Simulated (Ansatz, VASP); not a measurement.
# PtS2: VASP beside Ansatz, part 2 of 2

Aim: how closely do two programs agree when they are given the same cell, functional and k mesh?  Other levels of theory on this material are compared in a session of their own. Valence electrons are named where the data sets of a main pair hold unlike numbers.

VASP 6.6.1 and Ansatz 0.2.0.

So far: Set-up; VASP: single point, r2SCAN.

### Step 3. Ansatz: single point, r2SCAN

Level of this step: Ansatz beside VASP: Kohn-Sham DFT, plane waves, r2SCAN (Ansatz).

Ansatz runs on its default PAW (the set named soft_2) files.

The same cell, functional, mesh and smearing now go to Ansatz, which takes its cutoff from its data sets.

input.yaml reads:

```yaml
crystal:
  lattice:
    - [3.5432, 0.0, 0.0]
    - [-1.7716, 3.068501211, 0.0]
    - [0.0, 0.0, 22.3264152]
  atoms:
    - { symbol: S, position: [0.333333333, 0.666666667, 0.664075046] }
    - { symbol: S, position: [0.666666667, 0.333333333, 0.561612775] }
    - { symbol: S, position: [0.333333333, 0.666666667, 0.438387225] }
    - { symbol: S, position: [0.666666667, 0.333333333, 0.335924954] }
    - { symbol: Pt, position: [0.0, 0.0, 0.612843911] }
    - { symbol: Pt, position: [0.0, 0.0, 0.387156089] }
hamiltonian:
  xc: r2scan
  pseudopotentials: { kind: paw }
kpoints:
  mp_grid: { grid: [9, 9, 1] }
scf:
  occupations: { method: gaussian, width: 0.05 }
  n_extra_bands: 5
efield:
  axis: 3
  dipole_correction: true
  ramp_width: 0.04
output:
  forces: true
  eigenvalues: true
  write_density: true
  write_potential: true
  elf: true
  volumetric_format: npy
```

On the command line:

```bash
$ ansatz run input.yaml --threads 4 --pin off --max-ram 9216MiB --backend cpu --events-out ev --progress --plain --runs-dir out
```

Numbers of over 12 decimals in the logs are rounded to 6 here.

Log:

```text
scf.n_extra_bands = 5 over 30 filled bands (N_el = 60.0): the run solves 35 bands
Engine: ansatz 0.2.0, x86_64-unknown-linux-gnu
Pseudopotentials: kind: paw
Pseudopotential: S, paw, valence charge 6, recommended cutoff 500 eV (meta_gga), S.paw.azcp
Pseudopotential: Pt, paw, valence charge 18, recommended cutoff 500 eV (meta_gga), Pt.paw.azcp
Functional definition: r2SCAN
  parameter k0 = 0.174
  parameter k1 = 0.065
  parameter a1 = 4.9479
  exchange = r2scan_x(k0 = k0, k1 = k1, a1 = a1)
  correlation = r2scan_c
Crystal: 6 atoms, lattice volume = 242.740 Å³
Basis set: ecut = 500 eV, 6225 PW (Γ), exchange–correlation on 108×108×720 points (64 copies of the dense FFT grid, shifted against one another)
Bands: 35, of which v1, the nominal top of the filled ones, is band 30 counted from 1 (29 counted from 0)
Symmetry: 6 space group operations
k-points: 12 of 81 (time reversal used)
Non-local potential: S, projectors of the file, l = 0: 2, l = 1: 2, l = 2: 2
Non-local potential: Pt, projectors of the file, l = 0: 3, l = 1: 2, l = 2: 2, l = 3: 1
PAW form: soft (Blöchl's): semilocal exchange-correlation on the pseudo side does not see the compensation charge
PAW frozen core: S, regenerated for the run's functional (the file was generated under x = pbe(κ = 0.804, μ = 0.219515), c = pbe(β = 0.066725))
PAW frozen core: Pt, regenerated for the run's functional (the file was generated under x = pbe(κ = 0.804, μ = 0.219515), c = pbe(β = 0.066725))
PAW one-centre angular grid: S, 302 points (default); XC on 160 Gauss nodes
PAW one-centre angular grid: Pt, 590 points (default); XC on 160 Gauss nodes
Initial density: superposition of atomic densities (neutral atoms: chi_scale 0, normalization atom), corrected by the library's trained network
Initial wavefunctions: pseudopotential atomic-orbital guess
Functional: x = r2scan, c = r2scan; τ floored in thin density (d = 2e-4 eV/Å³)
SCF iter   1: F=—  HF=-28699.163123 eV  |F-HF|=—  |Δ(HF+E_count)|=         —  Δρ=5.90e-3  dr2=9.19e-2  dr2_τ=1.86e-1  ethr=1.77e-3  p=0.000 e·Å  D=1.00e-13 V/Å  ΔV_dip=-0.00 eV  dr2_dipole=7.08e-8  V_vac-E_F(+/−)=5.38/5.38 eV  ⟨swp⟩=9.2  Hψ=2130  notcnv=0
efield: sawtooth ramp at fractional position 0.9800 (placed from the atoms, in the widest stretch of the axis that holds none; the zero of the levels goes with the place), width 0.0400; the density the first Hamiltonian is built on has a dipole p = 0.000 e·Å; the dipole correction subtracts the counter field D = 1.00e-13 V/Å, which shifts the + side's vacuum level by -0.00 eV against the − side's; the planar-averaged density in the ramp window peaks in size at 5.2e-6 e/Å³
preconditioner: auto → Resta (q_TF=auto, 2.161 Å⁻¹)  ε∞=4.2  [insulator: Δε(μ)=1.328 eV  Ē_g=8.864 eV  σ=0.050 eV  W_gap=1.00  n_scr=44 (ndim 8)  ℏωp=15.8 eV  f_vac=0.535  D(μ)=0.00/eV (n_scr^D=0)  ε∞_Penn≈4.2  vacuum switching on, ρ_ref=5.7e-3 e/Å³]
SCF iter   2: F=—  HF=-28699.234886 eV  |F-HF|=—  |Δ(HF+E_count)|=   7.18e-2  Δρ=3.59e-3  dr2=1.65e-2  dr2_τ=6.49e-3  ethr=1.53e-4  p=0.000 e·Å  D=4.12e-5 V/Å  ΔV_dip=-0.00 eV  dr2_dipole=9.57e-8  V_vac-E_F(+/−)=5.33/5.33 eV  ⟨swp⟩=2.4  Hψ=827  notcnv=0  defer=12
SCF iter   3: F=—  HF=-28699.234971 eV  |F-HF|=—  |Δ(HF+E_count)|=   8.57e-5  Δρ=1.97e-3  dr2=3.29e-3  dr2_τ=2.14e-4  ethr=2.75e-5  p=0.000 e·Å  D=4.32e-6 V/Å  ΔV_dip=-0.00 eV  dr2_dipole=1.03e-9  V_vac-E_F(+/−)=5.32/5.32 eV  ⟨swp⟩=2.6  Hψ=675  notcnv=0  defer=12
SCF iter   4: F=—  HF=-28699.236610 eV  |F-HF|=—  |Δ(HF+E_count)|=   1.64e-3  Δρ=2.10e-4  dr2=4.58e-4  dr2_τ=1.80e-5  ethr=5.48e-6  p=0.000 e·Å  D=3.03e-5 V/Å  ΔV_dip=-0.00 eV  dr2_dipole=1.43e-7  V_vac-E_F(+/−)=5.30/5.31 eV  ⟨swp⟩=2.4  Hψ=720  notcnv=0  defer=12
SCF iter   5: F=—  HF=-28699.236625 eV  |F-HF|=—  |Δ(HF+E_count)|=   1.43e-5  Δρ=1.15e-4  dr2=8.21e-5  dr2_τ=3.37e-6  ethr=7.64e-7  p=-0.000 e·Å  D=-2.25e-5 V/Å  ΔV_dip=0.00 eV  dr2_dipole=4.66e-8  V_vac-E_F(+/−)=5.29/5.29 eV  ⟨swp⟩=2.2  Hψ=588  notcnv=0  defer=12
SCF iter   6: F=—  HF=-28699.236516 eV  |F-HF|=—  |Δ(HF+E_count)|=   1.08e-4  Δρ=3.74e-5  dr2=6.65e-6  dr2_τ=1.96e-7  ethr=1.37e-7  p=0.000 e·Å  D=1.25e-6 V/Å  ΔV_dip=-0.00 eV  dr2_dipole=5.92e-11  V_vac-E_F(+/−)=5.29/5.29 eV  ⟨swp⟩=2.1  Hψ=611  notcnv=0  defer=12
SCF iter   7: F=—  HF=-28699.236531 eV  |F-HF|=—  |Δ(HF+E_count)|=   1.47e-5  Δρ=9.93e-6  dr2=5.17e-7  dr2_τ=1.26e-8  ethr=1.11e-8  p=-0.000 e·Å  D=-1.46e-5 V/Å  ΔV_dip=0.00 eV  dr2_dipole=2.31e-8  V_vac-E_F(+/−)=5.29/5.29 eV  ⟨swp⟩=2.6  Hψ=681  notcnv=0  defer=12
SCF iter   8: F=—  HF=-28699.236533 eV  |F-HF|=—  |Δ(HF+E_count)|=   1.88e-6  Δρ=6.33e-6  dr2=5.28e-7  dr2_τ=1.38e-8  ethr=1.67e-10  p=0.000 e·Å  D=4.17e-5 V/Å  ΔV_dip=-0.00 eV  dr2_dipole=1.98e-7  V_vac-E_F(+/−)=5.28/5.29 eV  ⟨swp⟩=19.1  Hψ=4062  notcnv=0
SCF iter   9: F=-28699.236533 eV  HF=-28699.236533 eV  |F-HF|=9.59e-9  |Δ(HF+E_count)|=   2.86e-8  Δρ=1.72e-6  dr2=2.76e-8  dr2_τ=1.38e-9  ethr=1.67e-10  p=-0.000 e·Å  D=-6.93e-6 V/Å  ΔV_dip=0.00 eV  dr2_dipole=5.64e-9  V_vac-E_F(+/−)=5.28/5.28 eV  ⟨swp⟩=10.4  Hψ=3536  notcnv=0
SCF 1 converged in 9 iterations: F = -28699.236533 eV  dr2 = 2.76e-8
  greatest PAW one-centre occupation: 1.000 electrons in one spin orbital (limit 2), on the Pt atom at site 4 (counted from 0), in its partial waves of l = 0
WARN: The output density's exchange-correlation potential varies sharply where the density is thin. Do not read a vacuum level from v_tot or v_xc, or from such a field of the output density. On a cell that repeats whose density bears no net charge and no dipole along the vacuum's axis use v_es (v_loc + v_h of the components); under efield.dipole_correction with no amplitude use v_es + v_field, which holds any externa [...]
SCF converged after 9 iterations
Free energy (F): -28699.236533 eV
Harris-Foulkes:  -28699.236533 eV  (|F-HF|=9.59e-9)
Internal energy: -28699.236533 eV  (E = F + TS)
E sigma→0 (E₀):  -28699.236533 eV
Fermi energy:    2.191558 eV
Dipole field:    D = 0.000085 V/Å  (p = 0.000114 e·Å, saw-weighted, corrected)
Work function:   Φ+ = 5.2832 eV   Φ− = 5.2851 eV
Levels:          The Fermi level and band energies are counted from a zero that moves with the ramp; work functions are not
--- Per-component energies (eV) ---
  E_band       = -1235.518330
  E_kinetic    = 1707.630105
  E_local      = -44490.653744  (includes V_loc(G=0)·N_el)
  E_nonlocal   = 512.930120
  E_hartree    = 21322.487644
  E_xc         = -869.865645
  E_vxc        = -1057.791241  (∫ρ·V_xc dr)
  E_paw        = -21396.224295  (= ΣΔE_a)
  E_vpaw       = -614.138075  (= ΣTr[D̂ρ^β])
  E_aug_tail   = 0.000299  (compensation charges beyond the density's cutoff)
  E_vtau       = 61.552508  (kinetic-family band-sum trace: ∫τ·v_τ [+ j·A + Jᵃ·Aᵃ] dr)
  E_efield     = 0.000000  (sawtooth field / dipole correction)
  E_vefield    = 0.000000  (∫n·V_field dr)
  E_ewald      = 14515.361039
  E_core_change = -0.902056  (= ΣΔE_core)
  E_smearing   = -0.000000  (= −TS)
  E_closure    = -0.000000  (closes the sum)
  Σ components = -28699.236533   (vs F -28699.236533, Δ=0.00e0)
--- Forces (eV/Å), atoms counted from 1 ---
  atom   1  S     -0.00000000    -0.00000000     1.39646550
  atom   2  S      0.00000000     0.00000000    -1.16429007
  atom   3  S     -0.00000000    -0.00000000     1.16432096
  atom   4  S      0.00000000     0.00000000    -1.39644627
  atom   5  Pt     0.00000000     0.00000000    -0.14550365
  atom   6  Pt    -0.00000000    -0.00000000     0.14556144
  max |Σ_I F_I| component: 1.08e-4 eV/Å
--- Band table (eV; the first three rows and the last of 12) ---
  k-point 0: bands = [... 26 lower, 0.3429, 0.4405, 0.4405, 1.1572, 4.4561, 4.4561, 4.7011, 4.7011, ... 1 higher]
  k-point 1: bands = [... 26 lower, 0.4952, 0.6210, 0.7201, 1.4901, 3.7055, 3.9404, 4.2021, 4.4824, ... 1 higher]
  k-point 2: bands = [... 26 lower, 0.3560, 0.6080, 0.6841, 1.2380, 2.8930, 3.2237, 3.9146, 4.2270, ... 1 higher]
  k-point 11: bands = [... 26 lower, -0.2111, -0.2110, 0.0262, 0.0263, 3.1218, 3.1218, 3.7280, 3.7280, ... 1 higher]
```

Elapsed: 8.2 s, on 4 threads of Intel Xeon Platinum 8488C (Sapphire Rapids), shared host; peak memory 1.1 GiB; 31 s of CPU time.

The column dr2 measures how far the density is from self-consistency, as an energy; F and HF (Harris–Foulkes) agree once it is small.

### Step 4. Comparison

Known differences besides the potentials themselves: VASP keeps PBE cores, Ansatz makes them for the functional; the data sets hold 60 valence electrons in Ansatz (on its default PAW (the set named soft_2) files) and 44 in VASP; the cutoff is 500 eV in Ansatz and 350 eV in VASP (PREC = Normal). Total energies have different zeros and are not compared.

Compared:

```csv
quantity,Ansatz,VASP,difference
gap on the k mesh (eV),1.403,1.397,+0.006
```

Forces (eV/Å; atoms numbered as in POSCAR):

```csv
atom,"Ansatz x, y, z","VASP x, y, z"
S1,"0.000, 0.000, 1.396","0.000, 0.000, 1.389"
S2,"0.000, 0.000, -1.164","0.000, 0.000, -1.158"
S3,"0.000, 0.000, 1.164","0.000, 0.000, 1.158"
S4,"0.000, 0.000, -1.396","0.000, 0.000, -1.389"
Pt5,"0.000, 0.000, -0.146","0.000, 0.000, -0.143"
Pt6,"0.000, 0.000, 0.146","0.000, 0.000, 0.143"
```

The forces differ by 3.4 meV/Å r.m.s., which is 0.6 % of the r.m.s. force of 0.605 eV/Å (both taken over all components). A gap on the mesh is an upper bound, since the band edges may lie between its points; neither run holds spin-orbit coupling, which can move the band edges of a compound of Pt. With vacuum in the cell, a pressure given here is an average over mostly empty space and none of the material.

### Step 5. Summary of results

* r.m.s. force difference (single point, r2SCAN): 0.56 % of the r.m.s. force

In words: The r.m.s. force difference is 0.56 % of the r.m.s. force (single point, r2SCAN), within the 3 % picked in this series as the mark of a large difference. The data sets hold unlike numbers of valence electrons (60 in Ansatz and 44 in VASP), so part of the differences comes from the potentials. 8 further runs of this series are not shown here. How closely two codes agree says nothing of how well the functional describes the real material.

[Lines on the potential files, build, host, timing and source positions are cut from VASP's logs without a mark.]

[Logs are printed without paths, hosts, clocks, repeated set-up lines and the standing remarks that a program may print on its own settings, such as how far it seeks lower states.]

[Hosts, paths, dates, database ids (printed as entryN), source tags and the programs' standing remarks are cut or masked in the printed files.]
